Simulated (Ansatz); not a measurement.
# Σ3 (112) boundary in fcc Al with O (interstitial): structure and resistance, part 2 of 2

How much does the Σ3 (112) boundary in fcc Al with O (interstitial) reflect electrons?

Ansatz 0.2.0; Ansatz plane-wave DFT, PBE, PAW files; relaxation of a bicrystal slab with its lowest layers held; PAW set soft_1 (the session's first sound run).

So far. Step 2 (Relaxing the bicrystal): The largest force component on a free atom ends at 0.027 eV/Å, under the tolerance of 0.03, after 10 steps.

**3. Transmission across the boundary**

Bulk layers of each grain are laid under and over the relaxed boundary, and a lead is named in the middle of each, away from the free faces. The mesh across the current, 22×10, is finer than the density's, because channels open and close sharply across the zone. Energies from -0.1 to 0.1 eV in steps of 0.05 eV are too few for the program's thermal sum, so it prints no conductance; for a metal the transmission near the Fermi level serves, at a fraction of the cost.

This step: Ansatz plane-wave DFT, PBE, PAW files; ballistic transport by layer matching (Landauer), zero bias; boundary relaxed in a short slab, bulk layers laid on; PAW set soft_1 (Ansatz 0.2.0).

System of this step: Σ3 (112) boundary in fcc Al with O (interstitial). The cell holds 53 atoms: 52 Al and 1 O. Cell: a = 2.862 Å, b = 7.011 Å, c = 50.538 Å, α = 90.0°, β = 90.0°, γ = 90.0°. It derives from Al. Regions: lower grain, 21 atoms (21 Al); boundary, 15 atoms (14 Al and 1 O); upper grain, 17 atoms (17 Al). Vacuum lies along c.

input.yaml reads:

```yaml
crystal:
  lattice:
    - [2.862347037, 0.0, 0.0]
    - [0.0, 7.0112897075, 0.0]
    - [0.0, 0.0, 50.5379694017]
  atoms:
    - { symbol: Al, position: [-14.0, 9.3333333335, 0.0791484115] }
    - { symbol: Al, position: [-13.5, 9.0000000002, 0.0954982654] }
    - { symbol: Al, position: [-13.0, 8.6666666668, 0.1118481193] }
    - { symbol: Al, position: [-12.5, 8.3333333335, 0.1281979732] }
    - { symbol: Al, position: [-12.0, 8.0000000001, 0.1445478271] }
    - { symbol: Al, position: [-11.5, 7.6666666668, 0.160897681] }
    - { symbol: Al, position: [-11.0, 7.3333333335, 0.1772475349] }
    - { symbol: Al, position: [-10.5, 7.0000000001, 0.1935973888] }
    - { symbol: Al, position: [-10.0, 6.6666666668, 0.2099472427] }
    - { symbol: Al, position: [-9.5, 6.3333333335, 0.2262970966] }
    - { symbol: Al, position: [-9.0, 6.0000000001, 0.2426469505] }
    - { symbol: Al, position: [-8.5, 5.6666666668, 0.2589968044] }
    - { symbol: Al, position: [-8.0, 5.3333333334, 0.2753466583] }
    - { symbol: Al, position: [-7.5, 5.0000000001, 0.2916965122] }
    - { symbol: Al, position: [-7.0, 4.6666666668, 0.3080463662] }
    - { symbol: Al, position: [-6.5, 4.3333333334, 0.3243962201] }
    - { symbol: Al, position: [-6.0, 4.0000000001, 0.340746074] }
    - { symbol: Al, position: [-5.5, 3.6666666668, 0.3570959279] }
    - { symbol: Al, position: [-5.0, 3.3333333334, 0.3734457818] }
    - { symbol: Al, position: [-4.5, 3.0000000001, 0.3897956357] }
    - { symbol: Al, position: [-4.0, 2.6666666667, 0.4061454896] }
    - { symbol: Al, position: [0.5, 0.3333333334, 0.4224953435] }
    - { symbol: Al, position: [1.0, 0.0028149997, 0.437798461] }
    - { symbol: Al, position: [0.5, 0.6640342482, 0.4548637322] }
    - { symbol: Al, position: [0.0, 0.3391932215, 0.4744882279] }
    - { symbol: Al, position: [0.5, 0.0050366728, 0.4840326429] }
    - { symbol: Al, position: [0.0, 0.6865848416, 0.5038128986] }
    - { symbol: Al, position: [0.5, 0.3886068384, 0.5307512993] }
    - { symbol: Al, position: [0.0, 0.0412369622, 0.5302857683] }
    - { symbol: O, position: [0.0, 0.4539645671, 0.5562256083] }
    - { symbol: Al, position: [0.0, 0.7241122989, 0.5607819193] }
    - { symbol: Al, position: [0.5, 0.0364542147, 0.5796613887] }
    - { symbol: Al, position: [0.0, 0.3633490833, 0.5926961488] }
    - { symbol: Al, position: [0.5, 0.6954434259, 0.6101809776] }
    - { symbol: Al, position: [1.0, 0.0250344797, 0.6273518139] }
    - { symbol: Al, position: [0.5, 0.3598785343, 0.6429040721] }
    - { symbol: Al, position: [-4.0, 2.6932118677, 0.659253926] }
    - { symbol: Al, position: [-4.5, 3.026545201, 0.6756037799] }
    - { symbol: Al, position: [-5.0, 3.3598785343, 0.6919536338] }
    - { symbol: Al, position: [-5.5, 3.6932118677, 0.7083034878] }
    - { symbol: Al, position: [-6.0, 4.026545201, 0.7246533417] }
    - { symbol: Al, position: [-6.5, 4.3598785344, 0.7410031956] }
    - { symbol: Al, position: [-7.0, 4.6932118677, 0.7573530495] }
    - { symbol: Al, position: [-7.5, 5.026545201, 0.7737029034] }
    - { symbol: Al, position: [-8.0, 5.3598785344, 0.7900527573] }
    - { symbol: Al, position: [-8.5, 5.6932118677, 0.8064026112] }
    - { symbol: Al, position: [-9.0, 6.0265452011, 0.8227524651] }
    - { symbol: Al, position: [-9.5, 6.3598785344, 0.839102319] }
    - { symbol: Al, position: [-10.0, 6.6932118677, 0.8554521729] }
    - { symbol: Al, position: [-10.5, 7.0265452011, 0.8718020268] }
    - { symbol: Al, position: [-11.0, 7.3598785344, 0.8881518807] }
    - { symbol: Al, position: [-11.5, 7.6932118677, 0.9045017346] }
    - { symbol: Al, position: [-12.0, 8.0265452011, 0.9208515885] }
kpoints:
  mp_grid: { grid: [9, 4, 1] }
hamiltonian:
  xc: pbe
  pseudopotentials: { kind: paw, azcp: { folder: soft_1 } }
scf:
  occupations: { method: fermi_dirac, width: 0.1 }
output:
  transmission:
    leads: [[11, 12], [43, 44]]
    kmesh: [22, 10]
    e_range: [-0.1, 0.1]
    de: 0.05
  write_potential: true
  write_density: true
  volumetric_format: npy
  elf: true
```

The run is started by

```sh
ansatz run input.yaml --threads 4 --pin off --max-ram 15360MiB --backend cpu --events-out ev --progress --plain --runs-dir out
```

Numbers of over 12 decimals in the logs are rounded to 6 here.

What it wrote:

```text
[...]
Crystal: 53 atoms, lattice volume = 1014.234 Å³
Basis set: ecut = 420 eV, 19907 PW (Γ)
Bands: 134, of which v1, the nominal top of the filled ones, is band 81 counted from 1 (80 counted from 0)
Symmetry: 2 space group operations
[...]
k-points: 15 of 36 (time reversal used)
[...]
SCF iter   1: F=—  HF=-28521.057216 eV  |F-HF|=—  |Δ(HF+E_count)|=         —  Δρ=3.19e-2  dr2=9.07e1  ethr=3.10e-3  ⟨swp⟩=7.9  Hψ=11001  notcnv=0  defer=106
[...]
SCF iter   9: F=-28516.071648 eV  HF=-28516.071648 eV  |F-HF|=5.25e-9  |Δ(HF+E_count)|=   9.14e-9  Δρ=6.69e-7  dr2=9.36e-9  ethr=6.17e-11  ⟨swp⟩=28.0  Hψ=10909  notcnv=0
SCF 1 converged in 9 iterations: F = -28516.071648 eV  dr2 = 9.36e-9
[...]
transmission: 276 of 2736 steps passed
transmission: 548 of 2736 steps passed
[...]
transmission: 2736 of 2736 steps passed
WARN: The output density's exchange-correlation potential varies sharply where the density is thin. Do not read a vacuum level from v_tot or v_xc, or from such a field of the output density. On a cell that repeats whose density bears no net charge and no dipole along the vacuum's axis use v_es (v_loc + v_h of the components); under efield.dipole_correction with no amplitude use v_es + v_field, which holds any externa [...]
SCF converged after 9 iterations
Free energy (F): -28516.071648 eV
[...]
Internal energy: -28515.339352 eV  (E = F + TS)
E sigma→0 (E₀):  -28515.705500 eV
Entropy (-TS):   -0.732296 eV (-13.817 meV/atom)
Fermi energy:    6.192157 eV
[...]
--- Band table (eV; the first three rows and the last of 15) ---
  k-point 0: bands = [... 77 lower, 6.8804, 6.9212, 6.9441, 7.0255, 7.0850, 7.1355, 7.2183, 7.2342, ... 49 higher]
  k-point 1: bands = [... 77 lower, 5.9570, 6.1463, 6.4553, 6.5547, 6.6575, 6.8307, 7.0045, 7.1754, ... 49 higher]
  k-point 2: bands = [... 77 lower, 5.6863, 6.0031, 6.1104, 6.3971, 6.4735, 6.5379, 6.6847, 6.8522, ... 49 higher]
  k-point 14: bands = [... 77 lower, 5.5530, 5.7899, 5.8310, 5.8603, 5.9757, 6.0871, 6.1340, 6.1423, ... 49 higher]
--- Transmission ---
  basis      : 175 plane waves across, 38 finite elements along
  points     : 72, standing for a mesh of 22 x 10
  energies   : 5 from -0.100000 to 0.100000 eV about the Fermi level, 0.050000 eV apart; the leads are filled to 0.000000 eV, and channels, transmission and decay are at 0.000000 eV
  crystal 0  : Al3, at the sites [11, 12], period 2.4789 Å, over 18.18 Å; its Hamiltonian steps by up to 10.0 meV
    offset         : up to 0.0000 Å between an atom of the period and one for which it stands
    channels       : 3.895455e0 a spin
    conductance    : none, the energies end too early or step too widely for 300 K: set another output.transmission.e_range or a lower de, or, where they end at an eighth of basis.ecutwfc, a higher one
[...]
channels       : 3.877273e0 a spin
[...]
junction   : crystal 0 to crystal 1, 12.96 to 37.32 Å
    transmission   : 2.078239e0 a spin
[...]
```

Elapsed: 6.5 min, on 4 threads of Arm Neoverse V1, shared host; peak memory 3.9 GiB; 25 min of CPU time.

Numbers from this step:

```yaml
free_energy: -28516.0716 eV
energy_at_zero_smearing: -28515.7055 eV
fermi_energy: 6.192 eV
cell_area: 20.07 Å²
transmission_per_spin_nearest_the_fermi_level: 2.078
open_channels_per_spin_nearest_the_fermi_level: 3.895
open_channels_per_spin_upper_lead: 3.877
step_of_the_lead_s_potential: 10 meV
step_of_the_upper_lead_s_potential: 7.7 meV
```

Per spin. Table of transmission, zone mean by energy, zero at the Fermi level:

```tsv
energy (eV)	transmission, zone mean
-0.1000	2.02
-0.0500	2.04
0.0000	2.08
0.0500	2.09
0.1000	2.14
```

Per spin. Open channels, zone mean against energy, zero at the Fermi level:

```tsv
energy (eV)	lead	upper lead
-0.1000	3.75	3.79
-0.0500	3.82	3.79
0.0000	3.90	3.88
0.0500	3.84	3.88
0.1000	3.93	3.91
```

Transmission over k1 and k2. At 0.0000 eV from the Fermi level.

Values, 10 rows by 16 columns, each cell a mean:
```
3.12 2.62 2.19 1.04 0.72 0.89 1.21 1.56 1.62 1.53 1.07 0.83 0.70 1.36 2.46 2.49
2.16 3.31 1.68 1.93 1.68 1.50 1.54 1.53 1.45 1.54 1.52 1.53 1.74 1.84 2.18 3.30
2.65 2.82 2.41 2.29 2.17 2.18 1.94 1.72 1.76 1.69 2.09 2.17 2.19 2.34 2.44 3.01
3.22 2.54 2.30 2.25 2.43 2.38 2.48 2.53 2.55 2.52 2.45 2.36 2.49 2.16 2.33 2.66
3.17 2.51 2.48 2.18 2.51 2.56 2.64 2.62 2.61 2.63 2.63 2.52 2.55 2.11 2.53 2.50
3.22 2.54 2.30 2.25 2.43 2.38 2.48 2.53 2.55 2.52 2.45 2.36 2.49 2.16 2.33 2.66
2.65 2.82 2.41 2.29 2.17 2.18 1.94 1.72 1.76 1.69 2.09 2.17 2.19 2.34 2.44 3.01
2.16 3.31 1.68 1.93 1.68 1.50 1.54 1.53 1.45 1.54 1.52 1.53 1.74 1.84 2.18 3.30
3.12 2.62 2.19 1.04 0.72 0.89 1.21 1.56 1.62 1.53 1.07 0.83 0.70 1.36 2.46 2.49
2.15 3.13 2.78 1.04 0.66 0.53 1.88 2.17 2.23 2.13 1.65 0.32 0.81 1.39 3.01 3.14
```
Columns: k1 (b1) from -0.5 to 0.455; rows upwards: k2 (b2) from -0.5 to 0.4.

Open channels over k1 and k2. At 0.0000 eV from the Fermi level.

Values, 10 rows by 16 columns, each cell a mean:
```
5.45 4.55 4.09 2.64 2.64 2.09 2.45 3.00 3.00 3.00 2.18 2.36 2.36 3.09 4.45 4.27
4.55 5.45 3.45 3.64 3.64 3.09 3.00 3.00 3.00 3.00 3.00 3.36 3.36 3.73 3.91 5.73
6.00 5.45 4.18 4.00 4.64 4.09 3.55 3.00 3.00 3.00 3.82 4.36 4.36 4.00 4.45 5.73
6.00 5.45 4.91 4.00 4.00 4.00 4.00 4.00 4.00 4.00 4.00 4.00 4.00 4.18 5.00 5.73
5.45 4.55 4.82 3.36 4.00 3.09 3.00 3.00 3.00 3.00 3.00 3.36 4.00 3.45 5.00 4.27
6.00 5.45 4.91 4.00 4.00 4.00 4.00 4.00 4.00 4.00 4.00 4.00 4.00 4.18 5.00 5.73
6.00 5.45 4.18 4.00 4.64 4.09 3.55 3.00 3.00 3.00 3.82 4.36 4.36 4.00 4.45 5.73
4.55 5.45 3.45 3.64 3.64 3.09 3.00 3.00 3.00 3.00 3.00 3.36 3.36 3.73 3.91 5.73
5.45 4.55 4.09 2.64 2.64 2.09 2.45 3.00 3.00 3.00 2.18 2.36 2.36 3.09 4.45 4.27
4.55 6.00 5.82 3.27 2.00 2.36 4.00 4.00 4.00 4.00 3.82 2.00 2.00 4.18 6.00 6.00
```
Columns: k1 (b1) from -0.5 to 0.455; rows upwards: k2 (b2) from -0.5 to 0.4.

ELF in the cb plane at fractional x = 0.000, with atoms of Al and O within 0.2 Å of it. It is the smooth field of the valence electrons, not physical close to the nuclei.

Values, 10 rows by 16 columns, each cell a mean:
```
0.54 0.62 0.30 0.37 0.44 0.51 0.63 0.46 0.67 0.56 0.39 0.44 0.31 0.62 0.55 0.36
0.47 0.62 0.62 0.48 0.27 0.49 0.61 0.71 0.64 0.44 0.33 0.42 0.61 0.62 0.52 0.29
0.39 0.27 0.62 0.54 0.42 0.34 0.29 0.73 0.34 0.23 0.53 0.56 0.59 0.34 0.27 0.49
0.40 0.21 0.53 0.55 0.58 0.40 0.28 0.49 0.30 0.26 0.54 0.58 0.43 0.31 0.32 0.60
0.60 0.51 0.35 0.38 0.62 0.62 0.60 0.27 0.67 0.57 0.43 0.51 0.26 0.53 0.60 0.62
0.59 0.57 0.38 0.39 0.40 0.57 0.51 0.31 0.64 0.73 0.18 0.43 0.41 0.56 0.60 0.28
0.45 0.55 0.56 0.51 0.21 0.36 0.46 0.36 0.48 0.47 0.15 0.40 0.58 0.55 0.52 0.20
0.43 0.37 0.58 0.54 0.41 0.46 0.39 0.60 0.18 0.23 0.53 0.54 0.59 0.39 0.37 0.49
0.43 0.32 0.53 0.53 0.58 0.49 0.43 0.37 0.43 0.43 0.59 0.55 0.43 0.40 0.38 0.58
0.55 0.52 0.25 0.35 0.58 0.55 0.53 0.17 0.51 0.57 0.55 0.46 0.16 0.51 0.55 0.56
```
Columns run along c (16.0 Å, from fractional 0.39 to 0.70 of the cell), rows up along b (7.0 Å). Atoms in or near the plane, at fractional coordinates: Al at (0.41, 0.67), Al at (0.44, 0.00), Al at (0.47, 0.34), Al at (0.50, 0.69), Al at (0.53, 0.04), O at (0.56, 0.45), Al at (0.56, 0.72), Al at (0.59, 0.36), Al at (0.63, 0.03), Al at (0.66, 0.69), Al at (0.69, 0.36).

Valence density in the cb plane at fractional x = 0.000, with atoms of Al and O within 0.2 Å of it. It is the smooth field of the valence electrons, not physical close to the nuclei.

Ten steps, logarithmic in the rise over the least value, from '0' (0.1 e/Å³) to '9' (7.1 e/Å³), each cell a mean:
```
22222210012222222222112222222122211122222211
12222221222111222222222222221112222222222111
12222222221111122222222222221111222222222111
12222222221111222222222211221111222222222111
22112222222111211122222100122122222221012211
22001222222222210012222100122222222220001222
22000222222222210012212221122222211221012222
22111221122222221222112443221222111122222222
22222211111222222222124676422222111122222222
22222211111222222221136998532222111122222222
22222211112222221111236998531112211122222211
12222221112100121111225776420002222222222100
12222222122100121111223443210012222222222100
12212222222111111111211111121122222221112211
22111222222222211112221000122222222211111222
21111222222222211112222111122222222221111222
21111222222222211121112211122222211221111222
22112211122222222221001222222222200122222222
22222210012222222221002222222222100122222222
```
Columns run along c (16.0 Å, from fractional 0.39 to 0.70 of the cell), rows up along b (7.0 Å). Atoms in or near the plane, at fractional coordinates: Al at (0.41, 0.67), Al at (0.44, 0.00), Al at (0.47, 0.34), Al at (0.50, 0.69), Al at (0.53, 0.04), O at (0.56, 0.45), Al at (0.56, 0.72), Al at (0.59, 0.36), Al at (0.63, 0.03), Al at (0.66, 0.69), Al at (0.69, 0.36).

Electrostatic potential energy in the cb plane at fractional x = 0.000, with atoms of Al and O within 0.2 Å of it. With pseudopotentials it is smooth inside the atoms' cores, unlike the true potential.

Ten even steps from '0' (-11 eV) to '9' (11 eV), each cell a mean:
```
77786227614777778730111678777875034137887788
87887510026888777764335677778887411367778888
87777654567888776667776422478888766666567888
76434677778888631136774122157888888752114788
62121368877887414414772288227877788622631578
51595057877787229932662288127877777515971478
51695057777787317713674022157877788622741578
62131268877887511115776422467888888741013688
75323678888777764467776203676677888876556777
67777788887644677777772000452136788887777522
26788888875100157887772000311312688877875123
04787778873177137887775102407951578777873189
13787778862399227887777767505841688777874178
04787778874043147888778888621113788878886212
36888878876311368887677888764346777788887533
78888766677766788864235788877777644578888777
88888631146787788731211688877876211147888788
77887314314787777614970478777774068226877778
77776149823777777614970478777773199416777778
```
Columns run along c (16.0 Å, from fractional 0.39 to 0.70 of the cell; values clipped at the 3rd and 97th percentile), rows up along b (7.0 Å). Atoms in or near the plane, at fractional coordinates: Al at (0.41, 0.67), Al at (0.44, 0.00), Al at (0.47, 0.34), Al at (0.50, 0.69), Al at (0.53, 0.04), O at (0.56, 0.45), Al at (0.56, 0.72), Al at (0.59, 0.36), Al at (0.63, 0.03), Al at (0.66, 0.69), Al at (0.69, 0.36).

Over the solved energies the transmission per spin lies between 2.02 and 2.14, out of 3.85 channels of the lead on average (up to 3.93).

**4. Specific resistance**

This step: Ansatz plane-wave DFT, PBE, PAW files; ballistic transport by layer matching (Landauer), zero bias; specific resistance of the boundary; PAW set soft_1 (Ansatz 0.2.0).

Numbers from this step:

```yaml
area_resistance: 0.5760 fΩ m²
t_over_the_leads_mean_channel_count: 0.5389
```

Averaged over the energies near the Fermi level, 53.9 % of the channels pass, which makes 0.576 fΩ m².

By hand, with T and the leads' channels N averaged over the energies near the Fermi level: RA = A (h/2e²)(1/T − ½[1/N₁ + 1/N₂]) = 20.07×10⁻²⁰ m² × 12 906 Ω × (1/2.074 − ½[1/3.848 + 1/3.848]) = 0.576 fΩ m².

**5. Outcome**

```
specific resistance of the boundary : 0.576 fΩ m²
share of channels that pass         : 0.539
```

In words: The boundary has a specific resistance of 0.58 fΩ m². The boundary reflects 46 % of the channels; 0.58 fΩ m² is 5.8×10⁻¹² Ω·cm². That equals the resistance of 21 nm of bulk Al at 300 K (measured 2.733 µΩ cm, CRC Handbook of Chemistry and Physics, 84th ed., 2003, Electrical Resistivity of Pure Metals). One O in 20.1 Å² of boundary is a high coverage. One starting structure was relaxed; another shift or atom count at the boundary may lie lower.

[Logs are printed without paths, hosts, clocks, repeated set-up lines and the standing remarks that a program may print on its own settings, such as how far it seeks lower states.]

[Hosts, paths, dates, database ids (printed as entryN), source tags and the programs' standing remarks are cut or masked in the printed files.]
